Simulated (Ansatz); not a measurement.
A 2-atom cell of LiF started from a crystallographic database, relaxed with r2SCAN: it is cubic, Fm-3m (No. 225); a = 3.990 Å in the conventional setting, 7.94 Å³ an atom. Li has 6 F at 1.99 Å; F has 6 Li at 1.99 Å. One-shot G0W0@PBE in Ansatz on an 8×8×8 mesh (contour deformation, no spin-orbit coupling), from a PBE gap of 9.348 eV over the mesh points (the G0W0 gap is direct on the mesh); the number N of bands summed and the screening cutoff rise together. The values are computed, spin-unpolarised, and not measurements.

```tsv
N	cutoff (eV)	1000/N	G0W0 gap (eV)
41	100	24.390	13.459
92	180	10.870	13.667
```

**Lay a straight line in 1000/N through these rows.** The slope is -0.0154 eV per unit of 1000/N and the intercept 13.834 eV.

**Predict the gap at N = 173 (260 eV).** 13.834 + (-0.0154) × 5.780 = 13.745 eV; the run gives 13.810 eV, +0.065 eV from the line.

**With that run's result added, what limit do the last two rows suggest?** Their slope is (13.810 − 13.667)/(5.780 − 10.870) = -0.0281, which meets 1/N = 0 at 13.97 eV, against 13.834 eV from the first line. The slope steepens, so 1/N isn't yet asymptotic and the true limit probably lies higher still; the k mesh isn't extrapolated.
